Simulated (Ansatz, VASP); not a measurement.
## InAs: VASP beside Ansatz

Aim: how closely do two programs agree when they are given the same cell, functional and k mesh? The structure shown is the end of the Ansatz relaxation below.

Method: plane waves, with VASP 6.6.1 beside it; single point at r2SCAN, in Ansatz 0.2.0.

## Step 1: Starting point

The structure is tetragonal, space group I-4m2 (No. 119). Conventional cell: a = 4.351 Å, b = 4.351 Å, c = 5.986 Å, α = 90.00°, β = 90.00°, γ = 90.00°. Nearest to As lie 4 In at 2.64 Å. In has 4 As at 2.64 Å nearest. Farther neighbours are not listed.

## Step 2: Ansatz: relaxation, r2SCAN

Ansatz runs on its PAW soft_1 files.

This run makes the geometry at which the two programs are then compared.

Input file input.yaml:

```yaml
crystal:
  lattice:
    - [0.0, 3.0652017167, 2.9931233446]
    - [3.0652017167, 0.0, 2.9931233446]
    - [3.0652017167, 3.0652017167, 0.0]
  atoms:
    - { symbol: As, position: [0.7499941682, 0.7499941682, 0.7499919439] }
    - { symbol: In, position: [5.8318e-06, 5.8318e-06, 8.0561e-06] }
  conventional_axes: [[-1, 1, 1], [1, -1, 1], [1, 1, -1]]
kpoints:
  mp_grid: { grid: [12, 12, 12], shift: [0.5, 0.5, 0.5] }
hamiltonian:
  xc: r2scan
  pseudopotentials: { kind: paw, azcp: { folder: soft_1 } }
scf:
  occupations: { method: gaussian, width: 0.01 }
output:
  forces: true
  stress: true
  eigenvalues: true
relax:
  adjacent_minimum: "off"
  f_tol: 0.001
  max_steps: 60
  cell: { stress_tol: 0.01, fix: [c, angles] }
```

The run is started by

```console
$ ansatz run input.yaml --threads 4 --pin off --max-ram 10240MiB --backend cpu --events-out ev --progress --plain --runs-dir out
```

Numbers of over 12 decimals in the logs are rounded to 6 here.

Output:

```text
Engine: ansatz 0.2.0, x86_64-unknown-linux-gnu
Pseudopotentials: kind: paw
Pseudopotential: As, paw, valence charge 15, recommended cutoff 500 eV (meta_gga), soft_1/As.paw.azcp
Pseudopotential: In, paw, valence charge 13, recommended cutoff 500 eV (meta_gga), soft_1/In.paw.azcp
Functional definition: r2SCAN
  parameter k0 = 0.174
  parameter k1 = 0.065
  parameter a1 = 4.9479
  exchange = r2scan_x(k0 = k0, k1 = k1, a1 = a1)
  correlation = r2scan_c
Crystal: 2 atoms, lattice volume = 56.244 Å³
Basis set: ecut = 500 eV, 1435 PW (Γ), exchange–correlation on 128×128×128 points (64 copies of the dense FFT grid, shifted against one another)
Bands: 18, of which v1, the nominal top of the filled ones, is band 14 counted from 1 (13 counted from 0)
Symmetry: 2 space group operations
Space group: Cm (ITA 8), of the structure as read, at distance tolerance 3.8e-5 Å
k-points: 468 of 1728 (time reversal used)
Non-local potential: As, projectors of the file, l = 0: 2, l = 1: 2, l = 2: 3, l = 3: 1
Non-local potential: In, projectors of the file, l = 0: 2, l = 1: 2, l = 2: 2, l = 3: 1
PAW form: soft (Blöchl's): semilocal exchange-correlation on the pseudo side does not see the compensation charge
PAW frozen core: As, regenerated for the run's functional (the file was generated under x = pbe(κ = 0.804, μ = 0.219515), c = pbe(β = 0.066725))
PAW frozen core: In, regenerated for the run's functional (the file was generated under x = pbe(κ = 0.804, μ = 0.219515), c = pbe(β = 0.066725))
PAW one-centre angular grid: As, 590 points (default); XC on 160 Gauss nodes
PAW one-centre angular grid: In, 590 points (default); XC on 160 Gauss nodes
Initial density: superposition of atomic densities (chi_scale 0.1, normalization cell, long waves kept (reshape's long-wave potential 0.00 eV rms))
Initial wavefunctions: pseudopotential atomic-orbital guess
Functional: x = r2scan, c = r2scan; τ floored in thin density (d = 2e-4 eV/Å³)
iter 1 solved again at ethr=1.66e-3 eV; its pass at ethr=3.10e-3 eV (dr2=4.64e-1 eV) is discarded
SCF iter   1: F=—  HF=-10477.235027 eV  |F-HF|=—  |Δ(HF+E_count)|=         —  Δρ=3.21e-2  dr2=4.68e-1  dr2_τ=1.12e-2  ethr=1.66e-3  ⟨swp⟩=1.0  Hψ=54645  notcnv=0
preconditioner: auto → none  [insulator: Δε(μ)=0.561 eV  Ē_g=15.501 eV  σ=0.010 eV  W_gap=1.00  n_scr=14 (ndim 8)  ℏωp=21.0 eV  f_vac=0.010  D(μ)=0.00/eV (n_scr^D=0)  ε∞_Penn≈2.8]
SCF iter   2: F=—  HF=-10477.239296 eV  |F-HF|=—  |Δ(HF+E_count)|=   4.27e-3  Δρ=1.50e-2  dr2=8.54e-2  dr2_τ=1.07e-3  ethr=1.66e-3  ⟨swp⟩=2.0  Hψ=11232  notcnv=0
SCF iter   3: F=—  HF=-10477.248448 eV  |F-HF|=—  |Δ(HF+E_count)|=   9.15e-3  Δρ=2.56e-3  dr2=6.13e-3  dr2_τ=1.58e-4  ethr=3.05e-4  ⟨swp⟩=2.2  Hψ=17075  notcnv=0
SCF iter   4: F=—  HF=-10477.245746 eV  |F-HF|=—  |Δ(HF+E_count)|=   2.70e-3  Δρ=7.58e-4  dr2=2.02e-4  dr2_τ=6.19e-6  ethr=2.19e-5  ⟨swp⟩=3.0  Hψ=18680  notcnv=0
SCF iter   5: F=—  HF=-10477.245763 eV  |F-HF|=—  |Δ(HF+E_count)|=   1.77e-5  Δρ=2.36e-4  dr2=1.02e-5  dr2_τ=3.94e-7  ethr=7.21e-7  ⟨swp⟩=2.0  Hψ=14508  notcnv=0
SCF iter   6: F=—  HF=-10477.245771 eV  |F-HF|=—  |Δ(HF+E_count)|=   8.05e-6  Δρ=6.17e-5  dr2=9.67e-7  dr2_τ=2.85e-8  ethr=3.65e-8  ⟨swp⟩=3.0  Hψ=14991  notcnv=0
SCF iter   7: F=-10477.245772 eV  HF=-10477.245772 eV  |F-HF|=1.40e-9  |Δ(HF+E_count)|=   3.09e-7  Δρ=3.50e-6  dr2=8.97e-9  dr2_τ=1.15e-10  ethr=3.57e-10  ⟨swp⟩=6.4  Hψ=40303  notcnv=0
SCF 1 converged in 7 iterations: F = -10477.245772 eV  dr2 = 8.97e-9
  greatest PAW one-centre occupation: 0.999 electrons in one spin orbital (limit 2), on the As atom at site 0 (counted from 0), in its partial waves of l = 2
relax step   1: F+E_penalty+E_count = -10477.24577163 eV  Δ(F+E_penalty+E_count) = +0.000e0 eV  max|allowed force component| = 9.491e-5 eV/Å  Δτ_max = 0.0000 Å  P = +0.763 GPa  Ω = 56.244 Å³  fix = [c, alpha, beta, gamma]  reactions: c +1.327 GPa; alpha +0.003, beta +0.003, gamma +0.003 GPa/rad  (7 SCF iters, dr2 threshold 1.00e-7 eV, accepted)
[...]
relax step   2: F+E_penalty+E_count = -10477.24628235 eV  Δ(F+E_penalty+E_count) = -5.107e-4 eV  max|allowed force component| = 8.501e-5 eV/Å  Δτ_max = 0.0000 Å  P = +0.186 GPa  Ω = 56.784 Å³  energy of the carried Pulay correction = -3.674e-5 eV  fix = [c, alpha, beta, gamma]  reactions: c +0.861 GPa; alpha +0.003, beta +0.003, gamma +0.002 GPa/rad  (6 SCF iters, dr2 threshold 2.00e-7 eV, accepted)
[...]
relax step   3: F+E_penalty+E_count = -10477.24635381 eV  Δ(F+E_penalty+E_count) = -7.146e-5 eV  max|allowed force component| = 1.140e-6 eV/Å  Δτ_max = 0.0000 Å  P = +0.322 GPa  Ω = 56.654 Å³  energy of the carried Pulay correction = -2.792e-5 eV  fix = [c, alpha, beta, gamma]  reactions: c +0.970 GPa; alpha +0.003, beta +0.003, gamma +0.002 GPa/rad  (4 SCF iters, dr2 threshold 5.75e-8 eV, accepted)
[...]
relax step   4: F+E_penalty+E_count = -10477.24638196 eV  Δ(F+E_penalty+E_count) = -2.814e-5 eV  max|allowed force component| = 1.689e-6 eV/Å  Δτ_max = 0.0000 Å  P = +0.323 GPa  Ω = 56.654 Å³  fix = [c, alpha, beta, gamma]  reactions: c +0.971 GPa; alpha +0.003, beta +0.003, gamma +0.002 GPa/rad  stress off target by 1.54e-3 GPa on what of the cell is left free  SCF on the basis re-selected at this cell (its energy is not comparable with the rows above)  (7 SCF iters)
basis re-selected at this cell: Δ(F+E_penalty+E_count) = -2.814e-5 eV, ΔP = +0.000 GPa vs the last step (what re-selecting the basis moved, of the pressure what is left beyond the Pulay correction that the steps carried, after the strain that the cell walked since its last selection, with what the two solves' SCF thresholds leave and, on support functions, any second-order correction that the steps lacked; it is no m [...]
SCF converged after 7 iterations
Free energy (F): -10477.246382 eV
Harris-Foulkes:  -10477.246382 eV  (|F-HF|=3.64e-12)
Internal energy: -10477.246382 eV  (E = F + TS)
E sigma→0 (E₀):  -10477.246382 eV
Fermi energy:    7.426529 eV
--- Per-component energies (eV) ---
  E_band       = -343.078524
  E_kinetic    = 315.961524
  E_local      = -3512.050729  (includes V_loc(G=0)·N_el)
  E_nonlocal   = -65.673302
  E_hartree    = 1746.243143
  E_xc         = -197.411035
  E_vxc        = -172.577911  (∫ρ·V_xc dr)
  E_paw        = -6260.919737  (= ΣΔE_a)
  E_vpaw       = -411.862595  (= ΣTr[D̂ρ^β])
  E_aug_tail   = -0.000056  (compensation charges beyond the density's cutoff)
  E_vtau       = 10.638269  (kinetic-family band-sum trace: ∫τ·v_τ [+ j·A + Jᵃ·Aᵃ] dr)
  E_ewald      = -2502.904345
  E_core_change = -0.491845  (= ΣΔE_core)
  E_smearing   = -0.000000  (= −TS)
  E_closure    = 0.000000  (closes the sum)
  Σ components = -10477.246382   (vs F -10477.246382, Δ=0.00e0)
--- Forces (eV/Å), atoms counted from 1 ---
  atom   1  As     0.00000169     0.00000169    -0.00000011
  atom   2  In    -0.00000169    -0.00000169     0.00000011
  max |Σ_I F_I| component: 2.14e-9 eV/Å
--- Stress (GPa, compression-positive) ---
       -0.001537      -0.002262      -0.003288
       -0.002262      -0.001537      -0.003288
       -0.003288      -0.003288       0.970920
  P = ⅓ Tr σ = 0.3226 GPa (3.226 kbar)
--- Band table (eV; the first three rows and the last of 468) ---
  k-point 0: bands = [... 10 lower, -4.9930, 6.5786, 7.0523, 7.1418, 7.7113, 11.3615, 11.4398, 11.4484]
  k-point 1: bands = [... 10 lower, -4.8978, 5.6485, 6.9203, 6.9992, 8.3776, 11.3928, 11.5329, 11.7270]
  k-point 2: bands = [... 10 lower, -4.6680, 4.4429, 6.6254, 6.7929, 8.7829, 11.7498, 11.7966, 12.1545]
  k-point 467: bands = [... 10 lower, -3.5097, 1.4137, 5.5847, 6.1186, 8.8895, 11.9216, 12.4160, 14.5630]
--- Relaxed structure (3 steps of the walk, 3 accepted, 1 SCFs on fresh bases) ---
  F+E_penalty+E_count = -10477.24638196 eV   max|allowed force component| = 1.689e-6 eV/Å   (the final SCF, on the basis selected at the relaxed cell)
  cell:  # Å, volume = 56.6541 Å³
    - [0, 3.076368, 2.9931233446]
    - [3.076368, 0, 2.9931233446]
    - [3.076368, 3.076368, 0]
  atoms:
    - { symbol: As, position: [0.749995, 0.749995, 0.749991] }
    - { symbol: In, position: [4.94971891474889e-6, 4.94971891474889e-6, 9.094371064870907e-6] }
```

The column dr2 measures how far the density is from self-consistency, as an energy; F and HF (Harris–Foulkes) agree once it is small.

(Part 1 of 3 ends here.)

[Lines on the potential files, build, host, timing and source positions are cut from VASP's logs without a mark.]

[Logs are printed without paths, hosts, clocks, repeated set-up lines and the standing remarks that a program may print on its own settings, such as how far it seeks lower states.]

[Hosts, paths, dates, database ids (printed as entryN), source tags and the programs' standing remarks are cut or masked in the printed files.]
